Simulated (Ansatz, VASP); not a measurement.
**CuI in VASP and in Ansatz**

The input INCAR:

```
PREC = Accurate
ENCUT = 520
EDIFF = 1E-6
ISMEAR = 0
SIGMA = 0.0429
LREAL = F
LASPH = T
NELM = 80
ALGO = Normal
ISIF = 2
LWAVE = F
LCHARG = F
GGA = PE
NBANDS = 16
```

File KPOINTS:

```
regular mesh
0
Gamma
  5 5 5
```

POSCAR

```
CuI
1.0
    0.0000000000      2.9981682500      2.9981682500
    2.9981682500      0.0000000000      2.9981682500
    2.9981682500      2.9981682500      0.0000000000
Cu I
1 1
Direct
    0.0000000000      0.0000000000      0.0000000000
    0.2500000000      0.2500000000      0.2500000000
```

Input for Ansatz:

```yaml
crystal:
  lattice:
    - [0.0, 2.99816825, 2.99816825]
    - [2.99816825, 0.0, 2.99816825]
    - [2.99816825, 2.99816825, 0.0]
  atoms:
    - { symbol: Cu, position: [0.0, 0.0, 0.0] }
    - { symbol: I, position: [0.25, 0.25, 0.25] }
  symmetry: { tolerance: 0.0003 }
kpoints:
  mp_grid: { grid: [5, 5, 5], shift: [0, 0, 0] }
magnetization:
  spin_polarized: false
scf:
  occupations: { method: gaussian, width: 0.0429 }
hamiltonian:
  pseudopotentials: { kind: paw }
  xc: pbe
basis:
  ecutwfc: 420
output:
  forces: true
  stress: true
  eigenvalues: true
```

Alike in both runs: task single point; functional PBE; k mesh 5 × 5 × 5; occupations gaussian, width 0.0429 eV; no spin polarisation.

|  | VASP | Ansatz |
| --- | --- | --- |
| version | VASP 6.6.1 | Ansatz 0.2.0 |
| potentials or method | VASP PAW PBE potentials, release 64 (Cu, I) | PAW plane waves |
| plane-wave cutoff (eV) | 520 | 420 |
| valence electrons in the cell | 18 | 36 |

|  | VASP | Ansatz | Ansatz less VASP |
| --- | --- | --- | --- |
| gap on the k mesh at the Fermi level (eV) | 1.23 | 1.21 | -0.023 |
| pressure (GPa) | 1.9 | 1.9 | -0.04 |

The functional is the same, so the differences come from potentials, cutoffs and numerics. The two sets of potentials don't hold the same shells in valence.

Caveats: spin-orbit coupling is left out, which moves the levels of the heavy elements. Expect the measured gap to be larger: semilocal functionals such as PBE lack the derivative discontinuity.
